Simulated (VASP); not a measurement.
# ZnSe (Stilleite): how numerical settings change the zone-centre modes, part 2 of 2

How far do the zone-centre frequencies of ZnSe (Stilleite) depend on the numerical settings? The starting structure is a measured crystal structure from the Crystallography Open Database.

VASP 6.6.1.

Results so far: reference T2 218.3 cm⁻¹.

## Step 3: Modes with a 5×5×5 mesh

Level of this step: LDA; plane waves and PAW (Se, Zn) (VASP).

Against step 2 the input has a 5×5×5 mesh.

Input file INCAR:

```
SYSTEM = ZnSe
PREC = Accurate
ENCUT = 450
EDIFF = 1E-08
NELM = 100
ISMEAR = 0
SIGMA = 0.03
LREAL = .FALSE.
ALGO = Normal
GGA = CA
NBANDS = 15
LORBIT = 11
LWAVE = .FALSE.
LCHARG = .FALSE.
KPAR = 4
IBRION = 8
LEPSILON = .TRUE.
LPEAD = .TRUE.
ISIF = 2
```

Input file POSCAR:

```
ZnSe
1.0
    0.0000000000      2.7871508725      2.7871508725
    2.7871508725      0.0000000000      2.7871508725
    2.7871508725      2.7871508725      0.0000000000
Se Zn
1 1
Direct
    0.7500000000      0.7500000000      0.7500000000
    0.0000000000      0.0000000000      0.0000000000
```

Input file KPOINTS:

```
Automatic mesh
0
Gamma
5 5 5
0 0 0
```

PAW data sets: Se and Zn (LDA family, release 64).

Command:

```console
$ mpirun -np 4 vasp_std
```

The log of the run:

```text
[... set-up lines as in an earlier step ...]
 entering main loop
       N       E                     dE             d eps       ncg     rms          rms(c)
DAV:   1     0.822476441526E+02    0.82248E+02   -0.82259E+03   300   0.124E+03
DAV:   2    -0.241477293782E+01   -0.84662E+02   -0.79951E+02   321   0.244E+02
DAV:   3    -0.762478151950E+01   -0.52100E+01   -0.51915E+01   349   0.625E+01
DAV:   4    -0.766740234683E+01   -0.42621E-01   -0.42614E-01   342   0.597E+00
[...]
DAV:  12    -0.734955636273E+01   -0.17163E-07   -0.25530E-06   342   0.115E-02    0.130E-03
DAV:  13    -0.734955638404E+01   -0.21312E-07   -0.96687E-08   370   0.296E-03    0.538E-04
DAV:  14    -0.734955638431E+01   -0.26694E-09   -0.12009E-09   185   0.487E-04
   1 F= -.73495564E+01 E0= -.73495564E+01  d E =-.951138E-12
 Linear response reoptimize wavefunctions to high precision
DAV:   1    -0.734955638373E+01    0.58208E-09   -0.15141E-09   290   0.621E-04
DAV:   2    -0.734955638378E+01   -0.53205E-10   -0.51466E-10   171   0.169E-04
 Linear response to external field (no local field effect), progress :
[...]
force on displaced ion       1 direction 1 :  -6.286  -0.000  -0.000
 Born effective charge ion    1 direction 1 :  -1.966   0.000   0.000
 Linear response progress:
  Degree of freedom:   2/  2
       N       E                     dE             d eps       ncg     rms          rms(c)
RMM:   1    -0.212871235210E+00   -0.21287E+00   -0.81985E-03  1136   0.206E+00
RMM:   2    -0.211082057161E+00    0.17892E-02   -0.24567E-03  1284   0.376E-01    0.898E-02
RMM:   3    -0.210847093378E+00    0.23496E-03   -0.39168E-05  1442   0.475E-02    0.538E-02
RMM:   4    -0.210554303822E+00    0.29279E-03   -0.24867E-05  1503   0.283E-02    0.273E-03
RMM:   5    -0.210570450153E+00   -0.16146E-04   -0.68293E-07  1532   0.529E-03    0.739E-04
RMM:   6    -0.210569322655E+00    0.11275E-05    0.75429E-08  1543   0.118E-03    0.323E-04
RMM:   7    -0.210568917258E+00    0.40540E-06    0.26372E-07  1454   0.397E-04    0.873E-05
RMM:   8    -0.210568637181E+00    0.28008E-06    0.14802E-08  1443   0.238E-04    0.120E-05
RMM:   9    -0.210568639870E+00   -0.26889E-08    0.38438E-08  1541   0.159E-04    0.774E-06
 first order change of Fermi-energy  -0.73120E-04
 force on displaced ion       2 direction 1 :  -6.242   0.000   0.000
 Born effective charge ion    2 direction 1 :   1.965   0.000   0.000
 Born effective charges drift removed
 Linear response finished
```

The job ended after 19 s (4 MPI ranks of Intel Xeon 6975P-C (Granite Rapids), shared host; peak memory 0.74 GiB; 68 s of CPU time).

Parts of OUTCAR (step 3):

```text
  Total        0.0345025      0.0345025      0.0345025      0.0000000      0.0000000      0.0000000
  in kB        1.2765840      1.2765840      1.2765840      0.0000000      0.0000000      0.0000000
  external PRESSURE =       1.2765840 kB  Pullay stress =       0.0000000 kB

 POSITION                                       TOTAL-FORCE (eV/Angst)
 -----------------------------------------------------------------------------------
      4.18073      4.18073      4.18073         0.000000      0.000000      0.000000
      0.00000      0.00000      0.00000        -0.000000     -0.000000     -0.000000
 -----------------------------------------------------------------------------------
    total drift:                               -0.000001     -0.000001     -0.000001

 MACROSCOPIC STATIC DIELECTRIC TENSOR (including local field effects in DFT)
 ------------------------------------------------------
           7.085057     0.000000     0.000000
           0.000000     7.085057     0.000000
           0.000000    -0.000000     7.085057
 ------------------------------------------------------

 MACROSCOPIC STATIC DIELECTRIC TENSOR IONIC CONTRIBUTION
 ------------------------------------------------------
           2.578772    -0.000000    -0.000000
          -0.000000     2.578772    -0.000000
          -0.000000    -0.000000     2.578772
 ------------------------------------------------------

[... 1 part as in an earlier step ...]

[... 1 further part left out ...]
```

With a 5×5×5 mesh the mode is T2 218.2 cm⁻¹, -0.1 cm⁻¹ from the reference.

## Step 4: Modes with a cutoff of 280 eV

Against step 2 the input has ENCUT = 280.

Edit INCAR of step 3 so:

```diff
@@ -2,3 +2,3 @@
 PREC = Accurate
-ENCUT = 450
+ENCUT = 280
 EDIFF = 1E-08
```

POSCAR is that of step 3.

Input file KPOINTS:

```
Automatic mesh
0
Gamma
10 10 10
0 0 0
```

Command:

```console
$ mpirun -np 4 vasp_std
```

The log of the run:

```text
[... set-up lines as in an earlier step ...]
 entering main loop
       N       E                     dE             d eps       ncg     rms          rms(c)
DAV:   1     0.639789636704E+02    0.63979E+02   -0.62847E+03  1418   0.883E+02
DAV:   2    -0.441239278149E+01   -0.68391E+02   -0.65532E+02  1648   0.195E+02
DAV:   3    -0.765961168122E+01   -0.32472E+01   -0.32390E+01  1704   0.460E+01
DAV:   4    -0.767888832425E+01   -0.19277E-01   -0.19275E-01  1739   0.384E+00
[...]
DAV:  11    -0.736842402209E+01    0.65935E-05   -0.13091E-05  1957   0.452E-02    0.483E-03
DAV:  12    -0.736842401677E+01    0.53199E-08   -0.24896E-06  1760   0.103E-02    0.133E-03
DAV:  13    -0.736842402591E+01   -0.91370E-08   -0.72224E-08  1606   0.235E-03
   1 F= -.73684240E+01 E0= -.73684240E+01  d E =-.640466E-17
 Linear response reoptimize wavefunctions to high precision
DAV:   1    -0.736842402535E+01    0.55502E-09   -0.98016E-10  1454   0.378E-04
DAV:   2    -0.736842402536E+01   -0.93223E-11   -0.15054E-10   873   0.108E-04
 Linear response to external field (no local field effect), progress :
[...]
RMM:  14    -0.821862184801E-01    0.16562E-07   -0.57188E-08  3202   0.578E-05    0.319E-08
 first order change of Fermi-energy   0.30760E-03
 force on displaced ion       1 direction 1 :  -6.268   0.000   0.000
 Born effective charge ion    1 direction 1 :  -1.973   0.000   0.000
 Linear response progress:
  Degree of freedom:   2/  2
       N       E                     dE             d eps       ncg     rms          rms(c)
RMM:   1    -0.211952982106E+00   -0.21195E+00   -0.84499E-03  7166   0.200E+00
RMM:   2    -0.210227966680E+00    0.17250E-02   -0.24535E-03  8241   0.347E-01    0.895E-02
RMM:   3    -0.209979162512E+00    0.24880E-03   -0.36108E-05  9123   0.393E-02    0.535E-02
RMM:   4    -0.209681128574E+00    0.29803E-03   -0.17968E-05  9447   0.268E-02    0.276E-03
[...]
RMM:  10    -0.209696322332E+00    0.24385E-07   -0.25881E-08  9216   0.116E-04    0.171E-06
RMM:  11    -0.209696304797E+00    0.17535E-07   -0.31330E-08  7763   0.112E-04    0.279E-07
RMM:  12    -0.209696337730E+00   -0.32933E-07   -0.31038E-08  6293   0.111E-04    0.924E-08
 first order change of Fermi-energy  -0.46066E-04
 force on displaced ion       2 direction 1 :  -6.429  -0.000  -0.000
 Born effective charge ion    2 direction 1 :   1.972   0.000   0.000
 Born effective charges drift removed
 Linear response finished
```

The job ended after 31 s (4 MPI ranks; peak memory 1 GiB).

OUTCAR, selected parts (step 4):

```text
  Total       -0.1038004     -0.1038004     -0.1038004     -0.0000000      0.0000000      0.0000000
  in kB       -3.8405906     -3.8405906     -3.8405906     -0.0000000      0.0000000      0.0000000
  external PRESSURE =      -3.8405906 kB  Pullay stress =       0.0000000 kB

 POSITION                                       TOTAL-FORCE (eV/Angst)
 -----------------------------------------------------------------------------------
      4.18073      4.18073      4.18073        -0.000000     -0.000000     -0.000000
      0.00000      0.00000      0.00000         0.000000      0.000000      0.000000
 -----------------------------------------------------------------------------------
    total drift:                                0.000003      0.000003      0.000004

 MACROSCOPIC STATIC DIELECTRIC TENSOR (including local field effects in DFT)
 ------------------------------------------------------
           7.389649     0.000000    -0.000000
           0.000000     7.389649     0.000000
          -0.000000     0.000000     7.389649
 ------------------------------------------------------

 MACROSCOPIC STATIC DIELECTRIC TENSOR IONIC CONTRIBUTION
 ------------------------------------------------------
           2.562614    -0.000000     0.000000
          -0.000000     2.562614     0.000000
           0.000000     0.000000     2.562614
 ------------------------------------------------------

[... 1 part as in an earlier step ...]

[... 1 further part left out ...]
```

With a cutoff of 280 eV the mode is T2 219.8 cm⁻¹, +1.5 cm⁻¹ from the reference.

## Step 5: Modes with a 12×12×12 mesh

Against step 2 the input has a 12×12×12 mesh.

Edit INCAR of step 4 so:

```diff
@@ -2,3 +2,3 @@
 PREC = Accurate
-ENCUT = 280
+ENCUT = 450
 EDIFF = 1E-08
```

POSCAR is that of step 4.

Input file KPOINTS:

```
Automatic mesh
0
Gamma
12 12 12
0 0 0
```

Command:

```console
$ mpirun -np 4 vasp_std
```

The log of the run:

```text
[... set-up lines as in an earlier step ...]
 entering main loop
       N       E                     dE             d eps       ncg     rms          rms(c)
DAV:   1     0.811208655042E+02    0.81121E+02   -0.82567E+03  2160   0.127E+03
DAV:   2    -0.267096481481E+01   -0.83792E+02   -0.79213E+02  2398   0.246E+02
DAV:   3    -0.764329038522E+01   -0.49723E+01   -0.49531E+01  2643   0.609E+01
DAV:   4    -0.768361654651E+01   -0.40326E-01   -0.40321E-01  2517   0.592E+00
[...]
DAV:  12    -0.737253515206E+01   -0.43233E-07   -0.25059E-06  2671   0.117E-02    0.119E-03
DAV:  13    -0.737253517514E+01   -0.23080E-07   -0.87252E-08  2594   0.256E-03    0.482E-04
DAV:  14    -0.737253517598E+01   -0.83651E-09   -0.76473E-10  1577   0.488E-04
   1 F= -.73725352E+01 E0= -.73725352E+01  d E =-.168254E-18
 Linear response reoptimize wavefunctions to high precision
DAV:   1    -0.737253517512E+01    0.85606E-09   -0.13471E-09  1955   0.712E-04
DAV:   2    -0.737253517516E+01   -0.36835E-10   -0.40939E-10  1346   0.147E-04
 Linear response to external field (no local field effect), progress :
[...]
RMM:  13    -0.823483398315E-01   -0.20170E-07   -0.42298E-12  5914   0.142E-05    0.680E-08
 first order change of Fermi-energy   0.24763E-03
 force on displaced ion       1 direction 1 :  -6.292   0.000   0.000
 Born effective charge ion    1 direction 1 :  -1.972   0.000   0.000
 Linear response progress:
  Degree of freedom:   2/  2
       N       E                     dE             d eps       ncg     rms          rms(c)
RMM:   1    -0.212869775654E+00   -0.21287E+00   -0.87962E-03 11752   0.206E+00
RMM:   2    -0.211071914007E+00    0.17979E-02   -0.24959E-03 13387   0.383E-01    0.893E-02
RMM:   3    -0.210834918720E+00    0.23700E-03   -0.41421E-05 15150   0.477E-02    0.536E-02
RMM:   4    -0.210544371209E+00    0.29055E-03   -0.17236E-05 15608   0.284E-02    0.275E-03
[...]
RMM:   8    -0.210559864323E+00    0.29581E-06    0.26085E-08 16158   0.131E-04    0.113E-05
RMM:   9    -0.210559881491E+00   -0.17168E-07   -0.10953E-08 16703   0.661E-05    0.451E-06
RMM:  10    -0.210559885548E+00   -0.40570E-08   -0.28947E-09 15110   0.435E-05    0.186E-06
 first order change of Fermi-energy  -0.36145E-04
 force on displaced ion       2 direction 1 :  -6.248  -0.000  -0.000
 Born effective charge ion    2 direction 1 :   1.971   0.000   0.000
 Born effective charges drift removed
 Linear response finished
```

Run time: 1.8 min. Hardware: 4 MPI ranks; peak memory 2.2 GiB; 7.1 min of CPU time.

Parts of OUTCAR (step 5):

```text
  Total        0.0053853      0.0053853      0.0053853      0.0000000      0.0000000     -0.0000000
  in kB        0.1992534      0.1992534      0.1992534      0.0000000      0.0000000     -0.0000000
  external PRESSURE =       0.1992534 kB  Pullay stress =       0.0000000 kB

 POSITION                                       TOTAL-FORCE (eV/Angst)
 -----------------------------------------------------------------------------------
      4.18073      4.18073      4.18073        -0.000000      0.000000     -0.000000
      0.00000      0.00000      0.00000         0.000000     -0.000000      0.000000
 -----------------------------------------------------------------------------------
    total drift:                               -0.000001     -0.000001     -0.000001

 MACROSCOPIC STATIC DIELECTRIC TENSOR (including local field effects in DFT)
 ------------------------------------------------------
           7.405481     0.000000     0.000000
          -0.000000     7.405481     0.000000
          -0.000000    -0.000000     7.405481
 ------------------------------------------------------

 MACROSCOPIC STATIC DIELECTRIC TENSOR IONIC CONTRIBUTION
 ------------------------------------------------------
           2.593298    -0.000000     0.000000
          -0.000000     2.593298    -0.000000
           0.000000    -0.000000     2.593298
 ------------------------------------------------------

[... 1 part as in an earlier step ...]

[... 1 further part left out ...]
```

With a 12×12×12 mesh the mode is T2 218.3 cm⁻¹, as with the reference.

## Step 6: Modes with finite displacements

Against step 2 the input has IBRION = 6, NFREE = 2, POTIM = 0.015, no LEPSILON and no LPEAD (also changed: NSW).

Edit INCAR of step 5 so:

```diff
@@ -15,5 +15,6 @@
 KPAR = 4
-IBRION = 8
-LEPSILON = .TRUE.
-LPEAD = .TRUE.
+IBRION = 6
+NFREE = 2
+POTIM = 0.015
+NSW = 1
 ISIF = 2
```

POSCAR is that of step 5.

Input file KPOINTS:

```
Automatic mesh
0
Gamma
10 10 10
0 0 0
```

Command:

```console
$ mpirun -np 4 vasp_std
```

The log of the run:

```text
[... set-up lines as in an earlier step ...]
 entering main loop
       N       E                     dE             d eps       ncg     rms          rms(c)
[... 14 cycles as in an earlier step ...]
   1 F= -.73723932E+01 E0= -.73723932E+01  d E =-.286568E-17
[...]
2 F= -.73716848E+01 E0= -.73716848E+01  d E =-.421915E-15
[...]
3 F= -.73716849E+01 E0= -.73716849E+01  d E =-.420187E-15
[...]
4 F= -.73716915E+01 E0= -.73716915E+01  d E =-.420881E-15
[...]
5 F= -.73716915E+01 E0= -.73716915E+01  d E =-.420893E-15
 Finite differences progress:
  Degree of freedom:   2/  2
  Displacement:        2/  2
  Total:               4/  4
```

Run time: 25 s. Hardware: 4 MPI ranks; peak memory 1.1 GiB; 91 s of CPU time.

Parts of OUTCAR (step 6):

```text
  Total        0.0048587      0.0062951      0.0062951      0.0000000      0.0956496      0.0000000
  in kB        0.1797703      0.2329185      0.2329185      0.0000000      3.5390154      0.0000000
  external PRESSURE =       0.2152024 kB  Pullay stress =       0.0000000 kB

 POSITION                                       TOTAL-FORCE (eV/Angst)
 -----------------------------------------------------------------------------------
      4.18073      4.18073      4.18073        -0.094176      0.000000      0.000000
     -0.01500      0.00000      0.00000         0.094176      0.000000      0.000000
 -----------------------------------------------------------------------------------
    total drift:                               -0.000277      0.000000      0.000000

  FREE ENERGIE OF THE ION-ELECTRON SYSTEM (eV)
  ---------------------------------------------------
  free  energy   TOTEN  =        -7.3716915064 eV

  energy  without entropy=       -7.3716915064  energy(sigma->0) =       -7.37169151

[... 2 parts as in an earlier step ...]

[... 1 further part left out ...]
[key lines of the parts left out:]
E-fermi :   2.1230
```

The last energy, forces and stress in OUTCAR belong to the last displaced cell, not to that of POSCAR.

With finite displacements the mode is T2 218.6 cm⁻¹, +0.3 cm⁻¹ from the reference.

## Step 7: The runs compared

```tsv
run	T2	method	core minutes
reference	218.3	perturbation theory	4.53
a 5×5×5 mesh	218.2	perturbation theory	1.24
a cutoff of 280 eV	219.8	perturbation theory	2.07
a 12×12×12 mesh	218.3	perturbation theory	7.33
finite displacements	218.6	finite displacements	1.67
```

Modes are in cm⁻¹, degenerate ones as one, matched between runs by symmetry and order. A number in brackets counts the listed modes of one symmetry from the lowest. The symmetry labels come from an automatic analysis and can be wrong where levels nearly coincide. Core minutes are wall time times ranks of the run shown, on a shared host.

## Step 8: What came out

| Quantity | Value |
| --- | --- |
| T2, reference | 218.3 cm⁻¹ |
| T2, a 5×5×5 mesh | 218.2 cm⁻¹ |
| T2, a cutoff of 280 eV | 219.8 cm⁻¹ |
| T2, a 12×12×12 mesh | 218.3 cm⁻¹ |
| T2, finite displacements | 218.6 cm⁻¹ |

What this shows: The largest change comes with a cutoff of 280 eV: +1.5 cm⁻¹ in T2. On finer settings the modes change by less than 0.1 cm⁻¹ with a 12×12×12 mesh. Other changes move the modes by more: +1.5 cm⁻¹ in T2 with a cutoff of 280 eV and +0.3 cm⁻¹ in T2 with finite displacements. The dielectric constants and Born charges in the logs aren't compared here; at a small gap they can be far off, and in a run without a gap they mean nothing. The frequencies are harmonic, and the splitting of polar modes by their long-range field is left out. Further runs on this material are not shown.

[Lines on the potential files, build, host, timing and source positions are cut from VASP's logs without a mark.]

[Logs are printed without paths, hosts, clocks, repeated set-up lines and the standing remarks that a program may print on its own settings, such as how far it seeks lower states.]

[Hosts, paths, dates, database ids (printed as entryN), source tags and the programs' standing remarks are cut or masked in the printed files.]
